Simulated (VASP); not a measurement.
# BaTiO3 (R3m) in VASP: single point with PBEsol

Aim: the single point of BaTiO3 with PBEsol.

All numbers are computed with VASP 6.6.1; they aren't measurements. Logs are shortened: lines on timing, memory, paths and dates and some standing lists are left out, and cuts for length are marked.

## Step 1: Starting point

Symmetry: R3m, No. 160, trigonal system. Conventional cell: a = 5.656 Å, b = 5.656 Å, c = 6.952 Å, α = 90.00°, β = 90.00°, γ = 120.00°. Around Ba (site symmetry 3m) lie 12 O at 2.77 to 2.90 Å. Around Ti (site symmetry 3m) lie 6 O at 1.88 to 2.13 Å. O (site symmetry m) is surrounded by 2 Ti at 1.88 to 2.13 Å.

The cell is a database's computed one.

## Step 2: Single point, PBEsol, non-collinear spin, zero start, spin-orbit coupling

The input, INCAR:

```
SYSTEM = BaTiO3
PREC     = Accurate       ! precision mode
ENCUT    = 520            ! plane-wave cutoff, eV
EDIFF    = 1E-7           ! SCF threshold, eV
ISMEAR   = 0              ! smearing method
SIGMA    = 0.02           ! smearing width, eV
LREAL    = .False.        ! projectors in reciprocal space
LASPH    = .True.         ! aspherical terms in the spheres
NELM     = 60             ! most SCF steps
ALGO     = Normal         ! electronic algorithm
ISIF     = 2              ! what is computed and relaxed
LWAVE    = .False.        ! write WAVECAR
LCHARG   = .False.        ! write CHGCAR
MAGMOM   = 0 0 0 0 0 0 0 0 0 0 0 0 0 0 0 ! initial moments
LORBIT   = 11             ! projections on sites
LSORBIT  = .True.         ! spin-orbit coupling
GGA_COMPAT= .False.      
LMAXMIX  = 4              ! l up to which the mixer works
GGA      = PS             ! functional
NBANDS   = 55             ! bands
```

The input, KPOINTS:

```
Automatic mesh
0
Gamma
  6 6 6
  0 0 0
```

The input, POSCAR:

```
BaTiO3
1.0
    2.8279900000      1.6327400000      2.3174400000
   -2.8279900000      1.6327400000      2.3174400000
    0.0000000000     -3.2654800000      2.3174400000
Ba Ti O
1 1 3
Direct
    0.0002100000      0.0002100000      0.0002100000
    0.5121600000      0.5121600000      0.5121600000
    0.4886600000      0.9814000000      0.4886600000
    0.4886600000      0.4886600000      0.9814000000
    0.9814000000      0.4886600000      0.4886600000
```

Potentials or basis: VASP PAW PBE potentials, release 64 (Ba_sv, Ti_sv, O).

Started as:

```
> cat potpaw_PBE.64/Ba_sv/POTCAR potpaw_PBE.64/Ti_sv/POTCAR potpaw_PBE.64/O/POTCAR > POTCAR
> mpirun -np 1 vasp_ncl > vasp.out
```

OUTCAR:

```text
SYSTEM = BaTiO3
   PREC = Accurate
   ENCUT = 520
   EDIFF = 1E-7
   ISMEAR = 0
   LREAL = .False.
   LASPH = .True.
   NELM = 60
   ISIF = 2
   LORBIT = 11
   LSORBIT = .True.
   GGA = PS

 ion  position               nearest neighbor table
   1  0.000  0.000  0.000-   4 2.77   3 2.77   5 2.77   5 2.83   3 2.83   3 2.83   5 2.83   4 2.83
                             4 2.83   4 2.90   3 2.90   5 2.90   2 3.39   2 3.44   2 3.44   2 3.44
   2  0.512  0.512  0.512-   4 1.88   3 1.88   5 1.88   4 2.13   3 2.13   5 2.13   1 3.39   1 3.44
                             1 3.44   1 3.44   1 3.49   1 3.49   1 3.49   1 3.56
   3  0.489  0.981  0.489-   2 1.88   2 2.13   1 2.77   1 2.83   1 2.83   1 2.90
   4  0.489  0.489  0.981-   2 1.88   2 2.13   1 2.77   1 2.83   1 2.83   1 2.90
   5  0.981  0.489  0.489-   2 1.88   2 2.13   1 2.77   1 2.83   1 2.83   1 2.90

  LATTYP: Found a trigonal (rhomboedric) cell.
 ALAT       =     4.0042346961
 COS(alpha) =     0.0024224070

  Lattice vectors:

 A1 = (   2.8279900000,   1.6327400000,   2.3174400000)
 A2 = (  -2.8279900000,   1.6327400000,   2.3174400000)
 A3 = (   0.0000000000,  -3.2654800000,   2.3174400000)

Analysis of symmetry for initial positions (statically):
=====================================================================
 Subroutine PRICEL returns:
 Original cell was already a primitive cell.

 Routine SETGRP: Setting up the symmetry group for a
 trigonal (rhombohedral) supercell.

 Subroutine GETGRP returns: Found  6 space group operations
 (whereof  6 operations were pure point group operations)
 out of a pool of 12 trial point group operations.

The static configuration has the point symmetry C_3v.

Analysis of symmetry for dynamics (positions and initial velocities):
=====================================================================
 Subroutine PRICEL returns:
 Original cell was already a primitive cell.

 Routine SETGRP: Setting up the symmetry group for a
 trigonal (rhombohedral) supercell.

 Subroutine GETGRP returns: Found  6 space group operations
 (whereof  6 operations were pure point group operations)
 out of a pool of 12 trial point group operations.

The dynamic configuration has the point symmetry C_3v.

Analysis of structural, dynamic, and magnetic symmetry:
=====================================================================
 Subroutine PRICEL returns:
 Original cell was already a primitive cell.

 Routine SETGRP: Setting up the symmetry group for a
 trigonal (rhombohedral) supercell.

 Subroutine GETGRP returns: Found  6 space group operations
 (whereof  6 operations were pure point group operations)
 out of a pool of 12 trial point group operations.

The overall configuration has the point symmetry C_3v.

 Subroutine INISYM returns: Found  6 space group operations
 (whereof  6 operations are pure point group operations),
 and found     1 'primitive' translations

----------------------------------------------------------------------------------------

                                     Primitive cell

  volume of cell :      64.2029

  direct lattice vectors                    reciprocal lattice vectors
     2.827990000  1.632740000  2.317440000     0.176804020  0.102077898  0.143836877
    -2.827990000  1.632740000  2.317440000    -0.176804020  0.102077898  0.143836877
     0.000000000 -3.265480000  2.317440000     0.000000000 -0.204155795  0.143836877

  length of vectors
     4.004234696  4.004234696  4.004233732     0.249737074  0.249737074  0.249737134

  position of ions in fractional coordinates (direct lattice)
     0.000210000  0.000210000  0.000210000
     0.512160000  0.512160000  0.512160000
     0.488660000  0.981400000  0.488660000
     0.488660000  0.488660000  0.981400000
     0.981400000  0.488660000  0.488660000

  ion indices of the primitive-cell ions
   primitive index   ion index
                 1           1
                 2           2
                 3           3
                 4           4
                 5           5

[... 102 lines left out ...]
 Gauss-broadening in eV      SIGMA  =   0.02
  energy-cutoff  :      520.00
  volume of cell :       64.20
 maximum number of plane-waves:      3500
 NGX is ok and might be reduce to    30
   NGX = 15   NGY = 15   NGZ = 15

 number of electron      39.9999999 magnetization      -0.0000000     -0.0000000     -0.0000000

 number of electron      39.9999999 magnetization       0.0000000      0.0000000     -0.0000000

 number of electron      39.9999999 magnetization       0.0000000      0.0000000      0.0000000

 number of electron      39.9999999 magnetization      -0.0000000     -0.0000000      0.0000000

 Free energy of the ion-electron system (eV)
  ---------------------------------------------------
  ext. energy  EPLUGINS =         0.00000000
  ---------------------------------------------------
  free energy    TOTEN  =       -42.20709788 eV

  energy without entropy =      -42.20709788  energy(sigma->0) =      -42.20709788

 E-fermi :   3.7374     XC(G=0): -11.4964

 val. band max:        3.6324762774   @ k =   0.5000   0.5000   0.5000
 cond. band min:       5.8982563518   @ k =   0.0000   0.0000   0.0000
 fundamental gap:      2.2657800743
 Fermi energy:         3.7373927439

 k-point     1 :       0.0000    0.0000    0.0000
  band No.  band energies     occupation
      1     -52.4386      1.00000
      2     -52.4386      1.00000
      3     -29.2317      1.00000
      4     -29.2317      1.00000
      5     -28.5895      1.00000
      6     -28.5895      1.00000
[... 1309 lines left out ...]
     51      10.7037      0.00000
     52      10.7051      0.00000

 [... further k-points ...]

 [bands above 52 left out]

------------------------ aborting loop because EDIFF is reached ----------------------------------------

  FORCE on cell =-STRESS in cart. coord.  units (eV):
  Direction    XX          YY          ZZ          XY          YZ          ZX
  --------------------------------------------------------------------------------------
  -------------------------------------------------------------------------------------
  Total        0.0690748      0.0690747      0.0774322      0.0000000     -0.0000000      0.0000000
  in kB        1.7237548      1.7237531      1.9323131      0.0000000     -0.0000000      0.0000000
  external PRESSURE =       1.7932736 kB  Pullay stress =       0.0000000 kB

 VOLUME and BASIS-vectors are now :
 -----------------------------------------------------------------------------
  energy-cutoff  :      520.00
  volume of cell :       64.20
      direct lattice vectors                 reciprocal lattice vectors
     2.827990000  1.632740000  2.317440000     0.176804020  0.102077898  0.143836877
    -2.827990000  1.632740000  2.317440000    -0.176804020  0.102077898  0.143836877
     0.000000000 -3.265480000  2.317440000     0.000000000 -0.204155795  0.143836877

 POSITION                                       TOTAL-FORCE (eV/Angst)
 -----------------------------------------------------------------------------------
      0.00000      0.00000      0.00146         0.000000     -0.000000     -0.003951
      0.00000      0.00000      3.56070         0.000000      0.000000     -0.003236
     -1.39346      0.80452      4.53922        -0.003954      0.002283      0.002396
      0.00000     -1.60903      4.53922         0.000000     -0.004566      0.002396
      1.39346      0.80452      4.53922         0.003954      0.002283      0.002396
 -----------------------------------------------------------------------------------
    total drift:                               -0.000000     -0.000017     -0.000135

  FREE ENERGIE OF THE ION-ELECTRON SYSTEM (eV)
  ---------------------------------------------------
  free  energy   TOTEN  =       -42.2070978784 eV

  energy  without entropy=      -42.2070978784  energy(sigma->0) =      -42.20709788

 Spin-Orbit-Coupling matrix elements

 Ion:    1  E_soc:     -0.3865756
 l=   1
     0.0000000    -0.0642804    -0.0642696
    -0.0642804     0.0000000    -0.0642804
    -0.0642696    -0.0642804     0.0000000
 l=   2
     0.0000000    -0.0000297     0.0000000    -0.0000297    -0.0001260
    -0.0000297     0.0000000    -0.0000924    -0.0000277    -0.0000297
     0.0000000    -0.0000924     0.0000000    -0.0000924     0.0000000
    -0.0000297    -0.0000277    -0.0000924     0.0000000    -0.0000297
    -0.0001260    -0.0000297     0.0000000    -0.0000297     0.0000000
 l=   3
     0.0000000     0.0000000     0.0000000     0.0000000     0.0000000     0.0000000     0.0000000
     0.0000000     0.0000000     0.0000000     0.0000000     0.0000000     0.0000000     0.0000000
     0.0000000     0.0000000     0.0000000     0.0000000     0.0000000     0.0000000     0.0000000
     0.0000000     0.0000000     0.0000000     0.0000000     0.0000000     0.0000000     0.0000000
[... 69 lines left out ...]
 l=   2
     0.0000000     0.0000000     0.0000000     0.0000000     0.0000000
     0.0000000     0.0000000     0.0000000     0.0000000     0.0000000
     0.0000000     0.0000000     0.0000000     0.0000000     0.0000000
     0.0000000     0.0000000     0.0000000     0.0000000     0.0000000
     0.0000000     0.0000000     0.0000000     0.0000000     0.0000000
 l=   3
     0.0000000     0.0000000     0.0000000     0.0000000     0.0000000     0.0000000     0.0000000
     0.0000000     0.0000000     0.0000000     0.0000000     0.0000000     0.0000000     0.0000000
     0.0000000     0.0000000     0.0000000     0.0000000     0.0000000     0.0000000     0.0000000
     0.0000000     0.0000000     0.0000000     0.0000000     0.0000000     0.0000000     0.0000000
     0.0000000     0.0000000     0.0000000     0.0000000     0.0000000     0.0000000     0.0000000
     0.0000000     0.0000000     0.0000000     0.0000000     0.0000000     0.0000000     0.0000000
     0.0000000     0.0000000     0.0000000     0.0000000     0.0000000     0.0000000     0.0000000

 total charge

# of ion       s       p       d       tot
------------------------------------------
    1        2.003   5.632   0.337   7.972
    2        2.224   6.283   1.790  10.297
    3        1.561   3.451   0.000   5.012
    4        1.561   3.451   0.000   5.012
    5        1.561   3.451   0.000   5.012
--------------------------------------------------
tot          8.910  22.268   2.127  33.305

 magnetization (x)

# of ion       s       p       d       tot
------------------------------------------
    1        0.000   0.000   0.000   0.000
    2        0.000   0.000   0.000   0.000
    3       -0.000   0.000   0.000   0.000
    4        0.000  -0.000   0.000  -0.000
    5       -0.000   0.000   0.000   0.000
--------------------------------------------------
tot          0.000   0.000   0.000   0.000

 magnetization (y)

# of ion       s       p       d       tot
------------------------------------------
    1        0.000   0.000   0.000   0.000
    2        0.000  -0.000   0.000  -0.000
    3       -0.000   0.000   0.000   0.000
    4        0.000   0.000   0.000   0.000
    5        0.000  -0.000   0.000  -0.000
--------------------------------------------------
tot          0.000   0.000   0.000   0.000

 magnetization (z)

# of ion       s       p       d       tot
------------------------------------------
    1        0.000   0.000   0.000   0.000
    2        0.000   0.000   0.000   0.000
    3        0.000   0.000   0.000   0.000
    4        0.000   0.000   0.000   0.000
    5        0.000   0.000   0.000   0.000
--------------------------------------------------
tot          0.000   0.000   0.000   0.000
```

Wall time 7.2 min (1 thread of Intel Xeon Platinum 8375C at 2.90GHz (Ice Lake), shared host); peak memory 0.47 GiB.

Results:

| Property | Result |
| --- | --- |
| Free energy | -42.2071 eV |
| Pressure | 0.2 GPa |
| Largest force | 0.005 eV/Å |
| Net moment | 0.00 μB per cell |
| Valence electrons inside the program's atomic spheres | Ba 7.97; Ti 10.30; O 5.01 |

Forces on the atoms (eV/Å):
```
Ba   0.000  0.000 -0.004
Ti   0.000  0.000 -0.003
O   -0.004  0.002  0.002
O    0.000 -0.005  0.002
O    0.004  0.002  0.002
```

Moments on the atoms (μB; x, y, z):
```
Ba  0.00 0.00 0.00
Ti  0.00 0.00 0.00
O   0.00 0.00 0.00
O   0.00 0.00 0.00
O   0.00 0.00 0.00
```

Caveat: the PAW data sets were made with another functional, which shifts forces and pressure a little.
